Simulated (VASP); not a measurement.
# H in VASP: settings compared

Aim: see how the results for H move with the level of theory and the settings. Levels: PBE+D3(BJ), optB86b-vdW, rev-vdW-DF2. Tasks: single point.

Everything below comes from runs of VASP 6.6.1. Logs are shortened: lines on timing, memory, paths and dates and some standing lists are left out, and cuts for length are marked.

## 1. The molecule as given

The cell holds a molecule in a box, 1 atom: a = 10.500 Å, b = 11.000 Å, c = 11.500 Å, α = 90.00°, β = 90.00°, γ = 90.00°.

## 2. Single point, PBE+D3(BJ), collinear spin, ferromagnetic start

File INCAR:

```
PREC     = Accurate       # precision mode
ENCUT    = 400            # plane-wave cutoff, eV
EDIFF    = 1E-6           # SCF threshold, eV
ISMEAR   = 0              # smearing method
SIGMA    = 0.005          # smearing width, eV
LREAL    = F              # projectors in reciprocal space
LASPH    = T              # aspherical terms in the spheres
NELM     = 100            # most SCF steps
ALGO     = Fast           # electronic algorithm
ISIF     = 2              # what is computed and relaxed
LWAVE    = F              # write WAVECAR
LCHARG   = F              # write CHGCAR
ISPIN    = 2              # spin polarisation
MAGMOM   = 1.1            # initial moments
LORBIT   = 11             # projections on sites
GGA      = PE             # functional
IVDW     = 12             # dispersion correction
NBANDS   = 10             # bands
ISYM     = 0
```

File KPOINTS:

```
Automatic mesh
0
Gamma
  1 1 1
```

File POSCAR:

```
H
1.0
   10.5000000000      0.0000000000      0.0000000000
    0.0000000000     11.0000000000      0.0000000000
    0.0000000000      0.0000000000     11.5000000000
H
1
Direct
    0.5000000000      0.5045454545      0.5000000000
```

Potentials or basis: VASP PAW PBE potentials, release 64 (H).

Command:

```bash
$ cat potpaw_PBE.64/H/POTCAR > POTCAR
$ mpirun -np 4 vasp_gam > vasp.out
```

OUTCAR:

```text
PREC = Accurate
   ENCUT = 400
   EDIFF = 1E-6
   ISMEAR = 0
   LREAL = F
   LASPH = T
   NELM = 100
   ISIF = 2
   ISPIN = 2
   LORBIT = 11
   GGA = PE
   IVDW = 12
   ISYM = 0
 IVDW          = 12

 ion  position               nearest neighbor table
   1  0.500  0.505  0.500-

IMPORTANT INFORMATION: All symmetrisations will be switched off!
NOSYMM: (Re-)initialisation of all symmetry stuff for point group C_1.

----------------------------------------------------------------------------------------

                                     Primitive cell

  volume of cell :    1328.2500

  direct lattice vectors                    reciprocal lattice vectors
    10.500000000  0.000000000  0.000000000     0.095238095  0.000000000  0.000000000
     0.000000000 11.000000000  0.000000000     0.000000000  0.090909091  0.000000000
     0.000000000  0.000000000 11.500000000     0.000000000  0.000000000  0.086956522

  length of vectors
    10.500000000 11.000000000 11.500000000     0.095238095  0.090909091  0.086956522

  position of ions in fractional coordinates (direct lattice)
     0.500000000  0.504545454  0.500000000

  ion indices of the primitive-cell ions
   primitive index   ion index
                 1           1

----------------------------------------------------------------------------------------

 KPOINTS: Automatic mesh

Automatic generation of k-mesh.
 Grid dimensions read from file:
 generate k-points for:    1    1    1

 Generating k-lattice:

  Cartesian coordinates                     Fractional coordinates (reciprocal lattice)
     0.095238095  0.000000000  0.000000000     1.000000000  0.000000000  0.000000000
     0.000000000  0.090909091  0.000000000     0.000000000  1.000000000  0.000000000
     0.000000000  0.000000000  0.086956522     0.000000000  0.000000000  1.000000000

  Length of vectors
     0.095238095  0.090909091  0.086956522

  Shift w.r.t. Gamma in fractional coordinates (k-lattice)
     0.000000000  0.000000000  0.000000000

 Subroutine IBZKPT returns following result:
 ===========================================

 Found      1 irreducible k-points:

 Following reciprocal coordinates:
            Coordinates               Weight
  0.000000  0.000000  0.000000      1.000000
   k-points           NKPTS =      1   k-points in BZ     NKDIM =      1   number of bands    NBANDS=     12
   number of dos      NEDOS =    301   number of ions     NIONS =      1
   total plane-waves  NPLWV = 403200
   dimension x,y,z NGX =    70 NGY =   72 NGZ =   80
   dimension x,y,z NGXF=   140 NGYF=  144 NGZF=  160
   ions per type =               1
   NGX,Y,Z   is equivalent  to a cutoff of  11.08, 10.88, 11.56 a.u.
   NGXF,Y,Z  is equivalent  to a cutoff of  22.17, 21.76, 23.13 a.u.
 SYSTEM =  unknown system
   PREC   = accura    normal or accurate (medium, high low for compatibility)
   ISTART =      0    job   : 0-new  1-cont  2-samecut
   ICHARG =      2    charge: 1-file 2-atom 10-const
   ISPIN  =      2    spin polarized calculation?
   LNONCOLLINEAR =      F non collinear calculations
   LSORBIT =      F    spin-orbit coupling
   LASPH  =      T    aspherical Exc in radial PAW
   ENCUT  =  400.0 eV  29.40 Ry    5.42 a.u.  17.12 17.94 18.75*2*pi/ulx,y,z
   NELM   =    100;   NELMIN=  2; NELMDL= -5     # of ELM steps
   EDIFF  = 0.1E-05   stopping-criterion for ELM
   LREAL  =      F    real-space projection
   EDIFFG = 0.1E-04   stopping-criterion for IOM
   NSW    =      0    number of steps for IOM
   IBRION =     -1    ionic relax: 0-MD 1-quasi-New 2-CG
   NFREE  =      0    steps in history (QN), initial steepest desc. (CG)
   ISIF   =      2    stress and relaxation
   ISYM   =      0    0-nonsym 1-usesym 2-fastsym
   POTIM  = 0.5000    time-step for ionic-motion
   TEBEG  =    0.0;   TEEND  =   0.0 temperature during run
   PSTRESS=    0.0 pullay stress
   NELECT =       1.0000    total number of electrons
   NUPDOWN=      -1.0000    fix difference up-down
   EMIN   =  10.00;   EMAX   =-10.00  energy-range for DOS
   EFERMI =   0.00;   METHOD = LEGACY
   ISMEAR =     0;   SIGMA  =   0.01  broadening in eV -4-tet -1-fermi 0-gaus
   EFERMI_NEDOS =   21; number of points for ismear=-14 and -15
   IALGO  =     68    algorithm
   IMIX   =      4    mixing-type and parameters
     AMIX     =   0.40;   BMIX     =  1.00
     AMIX_MAG =   1.60;   BMIX_MAG =  1.00
  volume/ion in A,a.u.               =    1328.25      8963.47
  Fermi-wavevector in a.u.,A,eV,Ry     =   0.148930  0.281436  0.301778  0.022180
  Thomas-Fermi vector in A             =   0.822895
   LORBIT       =     11    0 simple, 1 ext, 2 COOP (PROOUT), +10 PAW based schemes
   GGA     = PE    functional components
   LHFCALC =     F    Hartree Fock is set to
   AEXX    =    0.0000 exact exchange contribution
   IVDW    =    12    specifies the selected vdW correction
   LEPSILON=     F    determine dielectric tensor
   LRPA    =     F    only Hartree local field effects (RPA)
 spin polarized calculation
 RMM-DIIS sequential band-by-band and
 Gauss-broadening in eV      SIGMA  =   0.01
  energy-cutoff  :      400.00
  volume of cell :     1328.25
 maximum number of plane-waves:     12033
 NGX is ok and might be reduce to    70
   NGX = 35   NGY = 35   NGZ = 37

 number of electron       1.0000001 magnetization       1.0000032

 Free energy of the ion-electron system (eV)
  ---------------------------------------------------
  ext. energy  EPLUGINS =         0.00000000
  ---------------------------------------------------
  free energy    TOTEN  =        -1.11570943 eV

  energy without entropy =       -1.11570943  energy(sigma->0) =       -1.11570943

 E-fermi :  -7.5483     XC(G=0):  -0.1233

 val. band max:       -7.5709811334   @ k =   0.0000   0.0000   0.0000
 cond. band min:      -0.2102057021   @ k =   0.0000   0.0000   0.0000
 fundamental gap:      7.3607754313
 Fermi energy:        -7.5482540770

 spin component 1

 k-point     1 :       0.0000    0.0000    0.0000
  band No.  band energies     occupation
      1      -7.5710      1.00000
      2      -0.2102      0.00000
      3       0.5718      0.00000
      4       0.6348      0.00000
      5       0.7077      0.00000
      6       0.9685      0.00000
      7       1.0778      0.00000
      8       1.1952      0.00000
      9       1.7547      0.00000
     10       1.7957      0.00000
     11       1.8594      0.00000
     12       2.0800      0.00000
 Fermi energy:        -7.5482540770

 spin component 2

 k-point     1 :       0.0000    0.0000    0.0000
  band No.  band energies     occupation
      1       0.0451      0.00000
      2       1.1591      0.00000
      3       1.1765      0.00000
      4       1.2663      0.00000
      5       1.3020      0.00000
      6       1.3875      0.00000
      7       1.4704      0.00000
      8       2.3924      0.00000
      9       2.4101      0.00000
     10       2.4144      0.00000
     11       2.4400      0.00000
     12       2.5299      0.00000

------------------------ aborting loop because EDIFF is reached ----------------------------------------

 Edisp (eV)   -0.00001

 E8    (eV) :    -0.0000

  FORCE on cell =-STRESS in cart. coord.  units (eV):
  Direction    XX          YY          ZZ          XY          YZ          ZX
  --------------------------------------------------------------------------------------
  -------------------------------------------------------------------------------------
  Total      -0.04601    -0.04609    -0.04601    -0.00000     0.00000    -0.00000
  in kB      -0.05549    -0.05559    -0.05550    -0.00000     0.00000    -0.00000
  external pressure =       -0.06 kB  Pullay stress =        0.00 kB

 VOLUME and BASIS-vectors are now :
 -----------------------------------------------------------------------------
  energy-cutoff  :      400.00
  volume of cell :     1328.25
      direct lattice vectors                 reciprocal lattice vectors
    10.500000000  0.000000000  0.000000000     0.095238095  0.000000000  0.000000000
     0.000000000 11.000000000  0.000000000     0.000000000  0.090909091  0.000000000
     0.000000000  0.000000000 11.500000000     0.000000000  0.000000000  0.086956522

 POSITION                                       TOTAL-FORCE (eV/Angst)
 -----------------------------------------------------------------------------------
      5.25000      5.55000      5.75000         0.000000     -0.000161     -0.000000
 -----------------------------------------------------------------------------------
    total drift:                                0.000000     -0.000161     -0.000000

  FREE ENERGIE OF THE ION-ELECTRON SYSTEM (eV)
  ---------------------------------------------------
  free  energy   TOTEN  =        -1.1157202852 eV

  energy  without entropy=       -1.1157202852  energy(sigma->0) =       -1.11572029

 total charge

# of ion       s       p       d       tot
------------------------------------------
    1        0.381   0.000   0.000   0.381

 magnetization (x)

# of ion       s       p       d       tot
------------------------------------------
    1        0.381   0.000   0.000   0.381
```

Run time: 27 s. Hardware: 4 MPI ranks of Intel Xeon 6975P-C (Granite Rapids), shared host; peak memory 0.41 GiB.

Results:

```
Free energy                                           : -1.1157 eV
Gap between the frontier levels                       : 7.36 eV
Net moment                                            : 1.00 μB per cell
Site moments                                          : H +0.38 μB
Valence electrons inside the program's atomic spheres : H 0.38
Dispersion energy per atom                            : 0.000 eV
```

Levels at points of the mesh, in eV from the valence-band top:
Spin up:
```
           k point  band 1  band 2  band 3  band 4
(0.00, 0.00, 0.00)    0.00    7.36    8.14    8.21
```
Spin down:
| k point | band 1 | band 2 | band 3 |
| --- | --- | --- | --- |
| (0.00, 0.00, 0.00) | 7.62 | 8.73 | 8.75 |

 A hybrid or GW would open this gap; PBE tends to underestimate it.

## 3. Single point, optB86b-vdW, collinear spin, ferromagnetic start

Changes to INCAR since step 2:

```diff
@@ -15,4 +15,7 @@
 LORBIT   = 11             # projections on sites
-GGA      = PE             # functional
-IVDW     = 12             # dispersion correction
+GGA      = MK             # functional
+LUSE_VDW = T            
+AGGAC    = 0.0          
+PARAM1   = 0.1234       
+PARAM2   = 1.0          
 NBANDS   = 10             # bands
```

KPOINTS is that of step 2.

POSCAR is that of step 2.

Potentials or basis: VASP PAW PBE potentials, release 64 (H).

Command:

```bash
$ cat potpaw_PBE.64/H/POTCAR > POTCAR
$ mpirun -np 4 vasp_gam > vasp.out
```

Run time: 1.9 min. Hardware: 4 MPI ranks of Intel Xeon 6975P-C (Granite Rapids), shared host; peak memory 0.84 GiB.

It converged, with:

| Quantity | Value |
| --- | --- |
| Free energy | -0.8294 eV |
| Gap between the frontier levels | 5.01 eV |
| Net moment | 1.00 μB per cell |
| Site moments | H +0.38 μB |
| Valence electrons inside the program's atomic spheres | H 0.38 |

Levels at points of the mesh, in eV from the valence-band top:
Spin up:
```
           k point  band 1  band 2  band 3  band 4  band 5  band 6
(0.00, 0.00, 0.00)    0.00    7.04    7.89    7.96    8.04    8.18
```
Spin down:
| k point | band 1 | band 2 | band 3 |
| --- | --- | --- | --- |
| (0.00, 0.00, 0.00) | 5.01 | 7.30 | 8.21 |

Caveat: the PAW data sets were made with another functional, which shifts forces and pressure a little.

## 4. Single point, rev-vdW-DF2, collinear spin, ferromagnetic start

Changes to INCAR since step 3:

```diff
@@ -19,3 +19,4 @@
 PARAM1   = 0.1234       
-PARAM2   = 1.0          
+PARAM2   = 0.711357     
+ZAB_VDW  = -1.8867      
 NBANDS   = 10             # bands
```

KPOINTS is that of step 3.

POSCAR is that of step 3.

Command:

```bash
$ cat potpaw_PBE.64/H/POTCAR > POTCAR
$ mpirun -np 4 vasp_gam > vasp.out
```

Run time: 3.3 min. Hardware: 4 MPI ranks of Intel Xeon 6975P-C (Granite Rapids), shared host; peak memory 0.83 GiB.

Results (log left out):

```
Free energy                                           : -0.8665 eV
Gap between the frontier levels                       : 5.04 eV
Net moment                                            : 1.00 μB per cell
Site moments                                          : H +0.38 μB
Valence electrons inside the program's atomic spheres : H 0.38
```

Levels at points of the mesh, in eV from the valence-band top:
Spin up:
```
           k point  band 1  band 2  band 3  band 4
(0.00, 0.00, 0.00)    0.00    7.14    7.93    8.00
```
Spin down:
```tsv
k point	band 1	band 2	band 3
(0.00, 0.00, 0.00)	5.04	7.47	8.28
```

Caveat: the PAW data sets were made with another functional, which shifts forces and pressure a little.

## 5. The runs side by side

| level | gap on the mesh (eV) | moment (μB) |
| --- | --- | --- |
| PBE+D3(BJ) | 7.36 | 1.00 |
| optB86b-vdW | 5.01 | 1.00 |
| rev-vdW-DF2 | 5.04 | 1.00 |

Alike in all rows: task single point; potentials or basis VASP PAW PBE potentials, release 64 (H); spin collinear, ferromagnetic start; cell as given; k mesh 1 × 1 × 1; cutoff (eV) 400; smearing gaussian 0.005 eV.

On the cell as given the gap runs from 5.01 eV (optB86b-vdW) to 7.36 eV (PBE+D3(BJ)).

Caveats: the PAW data sets were made with another functional, which shifts forces and pressure a little (some runs).

Total energies depend on the potentials used, so only differences within one code and one set of settings carry meaning.
